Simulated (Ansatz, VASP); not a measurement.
**Two plane-wave programs on TiAl3**

The input INCAR:

```
PREC     = Accurate       # precision mode
ENCUT    = 520            # plane-wave cutoff, eV
EDIFF    = 1E-7           # SCF threshold, eV
ISMEAR   = -1             # smearing method
SIGMA    = 0.05           # smearing width, eV
LREAL    = F              # projectors in reciprocal space
LASPH    = T              # aspherical terms in the spheres
NELM     = 100            # most SCF steps
ALGO     = Normal         # electronic algorithm
ISIF     = 2              # what is computed and relaxed
LWAVE    = F              # write WAVECAR
LCHARG   = F              # write CHGCAR
GGA      = PS             # functional
NBANDS   = 18             # bands
```

The input KPOINTS:

```
regular mesh
0
Gamma
  10 10 10
```

The input POSCAR:

```
TiAl3
1.0
   -1.8720936454      1.8720936454      4.1932836873
    1.8720936454     -1.8720936454      4.1932836873
    1.8720936454      1.8720936454     -4.1932836873
Ti Al
1 3
Direct
    0.0000000000      0.0000000000      0.0000000000
    0.2500000000      0.7500000000      0.5000000000
    0.7500000000      0.2500000000      0.5000000000
    0.5000000000      0.5000000000      0.0000000000
```

File input.yaml:

```yaml
crystal:
  lattice:
    - [-1.8720936454, 1.8720936454, 4.1932836873]
    - [1.8720936454, -1.8720936454, 4.1932836873]
    - [1.8720936454, 1.8720936454, -4.1932836873]
  atoms:
    - { symbol: Ti, position: [0.0, 0.0, 0.0] }
    - { symbol: Al, position: [0.25, 0.75, 0.5] }
    - { symbol: Al, position: [0.75, 0.25, 0.5] }
    - { symbol: Al, position: [0.5, 0.5, 0.0] }
hamiltonian:
  xc: pbesol
  pseudopotentials: { kind: paw }
kpoints:
  mp_grid: { grid: [10, 10, 10] }
scf:
  occupations: { method: fermi_dirac, width: 0.05 }
output:
  forces: true
  stress: true
  eigenvalues: true
```

Change from the starting cell: volume scaled by 0.94.

Alike in both runs: task single point; functional PBEsol; k mesh 10 × 10 × 10; occupations fermi-dirac, width 0.05 eV; no spin polarisation.

|  | VASP | Ansatz |
| --- | --- | --- |
| version | VASP 6.6.1 | Ansatz 0.2.0 |
| potentials or method | VASP PAW PBE potentials, release 64 (Ti_sv, Al) | Ansatz PAW |
| plane-wave cutoff (eV) | 520 | 420 |
| valence electrons in the cell | 21 | 21 |

VASP gave:

| Quantity | Value |
| --- | --- |
| gap on the k mesh at the Fermi level (eV) | none |
| pressure (GPa) | 7.3 |
| largest component of the traceless stress (GPa) | 0.27 |

Problem. Which values does Ansatz return?

Solution. gap on the k mesh at the Fermi level (eV): none; pressure (GPa): 7.2; largest component of the traceless stress (GPa): 0.25.

A gap of «none» marks a metal or a gap that the smearing closes. With one functional, cell and mesh, what is left measures potentials, basis and numerics.

Caveats: the PAW data sets were made with another functional, which shifts forces and pressure a little (VASP); the PAW data sets come from PBE, with cores solved anew for the run's functional, which leaves a small shift of forces and pressure (Ansatz).
